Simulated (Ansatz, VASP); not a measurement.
One calculation of InSb, two programs

INCAR

```
PREC = Accurate
ENCUT = 520
EDIFF = 1E-7
ISMEAR = -1
SIGMA = 0.05
LREAL = False
LASPH = True
NELM = 80
ALGO = Normal
ISIF = 2
LWAVE = False
LCHARG = False
GGA = PS
NBANDS = 16
```

Contents of KPOINTS:

```
regular mesh
0
Gamma
  9 9 9
```

POSCAR

```
InSb
1.0
    0.0000000000      3.1743180000      3.2391000000
    3.1743180000      0.0000000000      3.2391000000
    3.1743180000      3.1743180000      0.0000000000
In Sb
1 1
Direct
    0.0000000000      0.0000000000      0.0000000000
    0.7500000000      0.7500000000      0.7500000000
```

Input for Ansatz:

```yaml
crystal:
  lattice:
    - [0.0, 3.174318, 3.2391]
    - [3.174318, 0.0, 3.2391]
    - [3.174318, 3.174318, 0.0]
  atoms:
    - { symbol: In, position: [0.0, 0.0, 0.0] }
    - { symbol: Sb, position: [0.75, 0.75, 0.75] }
kpoints:
  mp_grid: { grid: [9, 9, 9] }
  band_path:
    path:
      - [0.0, 0.0, 0.0]
      - [0.5, 0.0, 0.5]
      - [0.75, 0.25, 0.5]
      - [0.5, 0.5, 0.5]
      - [0.0, 0.0, 0.0]
      - [0.5, 0.5, 0.0]
      - [0.62995, 0.62995, 0.2599]
      - [0.37005, 0.37005, 0.7401]
      - [0.0, 0.0, 0.0]
    npoints: 5
scf:
  occupations: { method: fermi_dirac, width: 0.05 }
hamiltonian:
  xc: pbesol
  pseudopotentials: { kind: all_electron, lapw: { basis_error: 0.00025 } }
output:
  forces: true
  stress: true
  eigenvalues: true
```

Change from the starting cell: equal xx and yy strain of -2 %.

Alike in both runs: task single point; functional PBEsol; k mesh 9 × 9 × 9; occupations fermi-dirac, width 0.05 eV; no spin polarisation.

|  | VASP | Ansatz |
| --- | --- | --- |
| version | VASP 6.6.1 | Ansatz 0.2.0 |
| potentials or method | VASP PAW PBE potentials, release 64 (In_d, Sb) | all-electron LAPW, scalar-relativistic |
| plane-wave cutoff (eV) | 520 | see its input |

```tsv
	VASP	Ansatz	Ansatz less VASP
pressure (GPa)	2.9	2.9	-0.02
largest component of the traceless stress (GPa)	0.37	0.37	-0.001
```

Ansatz ran all-electron here, so the differences hold the error of VASP's frozen core and of both bases.

Caveats: the PAW data sets were made with another functional, which shifts forces and pressure a little (VASP). Spin-orbit coupling is left out, which matters for the levels of Sb.
